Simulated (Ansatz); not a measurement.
HfC under changes of volume

One of the cells (12.568 Å³/atom); the others are scaled copies at fixed shape and fractional positions:

```xyz
2
Lattice="0.0000 2.3250 2.3250 2.3250 0.0000 2.3250 2.3250 2.3250 0.0000" Properties=species:S:1:pos:R:3 pbc="T T T"
Hf    2.3250    2.3250    2.3250
C     0.0000    0.0000    0.0000
```

```yaml
Program: Ansatz 0.2.0
Functional: HSE06
Potentials_or_basis: Ansatz PAW
Cutoff: "420 eV (not typed: the program's choice for these potentials)"
k_mesh: 6 × 6 × 6
Occupations: fermi-dirac, width 0.05 eV
Spin: no spin polarisation
```

```tsv
volume (Å³/atom)	energy over the lowest point (meV/atom)	pressure (GPa)
11.814	30.71	15.4
12.065	11.62	9.3
12.317	1.68	3.7
12.568	0.00	-1.3
12.819	5.74	-5.9
13.071	18.32	-10.1
13.322	?	?
```

Problem. What does the run at 13.322 Å³/atom give?

Solution. Energy over the lowest point 37.02 meV/atom; pressure -13.8 GPa.

Worked out: A Birch-Murnaghan fit of order 3 (a polynomial in V^(-2/3)) to the other rows has its minimum at 12.50 Å³/atom with B0 = V·E''(V) = 243 GPa and B' = 4.0. It gives 36.92 meV/atom at 13.322 Å³/atom, against the run's 37.02, and -dE/dV = -13.7 GPa, against -13.8.

Energies are extrapolated to zero smearing.

Caveats: all runs use coarse meshes; the PAW data sets come from PBE, with cores solved anew for the run's functional, which leaves a small shift of forces and pressure; the thresholds are loose for stress.
